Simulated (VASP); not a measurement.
Write the native input for VASP 6.6.1 that does the following.

* Task: single point
* Functional: PBE
* Potentials or basis: VASP PAW PBE potentials, release 64 (Sr_sv)
* Cutoff: 520 eV
* k mesh: 6 × 6 × 6
* Occupations: gaussian, width 0.05 eV
* Spin: no spin polarisation
* Dipole correction: no
* Further INCAR settings: ALGO = Fast; EDIFF = 1e-07; NBANDS = 11

The structure of Sr lies in POSCAR:

```
Sr
1.0
   -2.4128491982      2.4128491982      2.4128491982
    2.4128491982     -2.4128491982      2.4128491982
    2.4128491982      2.4128491982     -2.4128491982
Sr
1
Direct
    0.0000000000      0.0000000000      0.0000000000
```

The cell was built by a generator and needn't be a form met in nature.

One way to write it, as run:

INCAR

```
SYSTEM = Sr
PREC     = Accurate       ! precision mode
ENCUT    = 520            ! plane-wave cutoff, eV
EDIFF    = 1E-7           ! SCF threshold, eV
ISMEAR   = 0              ! smearing method
SIGMA    = 0.05           ! smearing width, eV
LREAL    = .False.        ! projectors in reciprocal space
LASPH    = .True.         ! aspherical terms in the spheres
NELM     = 60             ! most SCF steps
ALGO     = Fast           ! electronic algorithm
ISIF     = 2              ! what is computed and relaxed
LWAVE    = .False.        ! write WAVECAR
LCHARG   = .False.        ! write CHGCAR
GGA      = PE             ! functional
NBANDS   = 11             ! bands
```

KPOINTS

```
regular mesh
0
Gamma
  6 6 6
  0 0 0
```

Potentials or basis: VASP PAW PBE potentials, release 64 (Sr_sv).

Command:

```bash
$ cat potpaw_PBE.64/Sr_sv/POTCAR > POTCAR
$ mpirun -np 1 vasp_std > vasp.out
```

It gave:

| Property | Result |
| --- | --- |
| Pressure | -0.6 GPa |
| Band gap on the k mesh | none (metal or under the smearing width) |

It took 23 s on 1 thread of AMD EPYC 7R43 64-Core Processor (Zen 3), with other jobs on the host, peak memory 0.13 GiB.
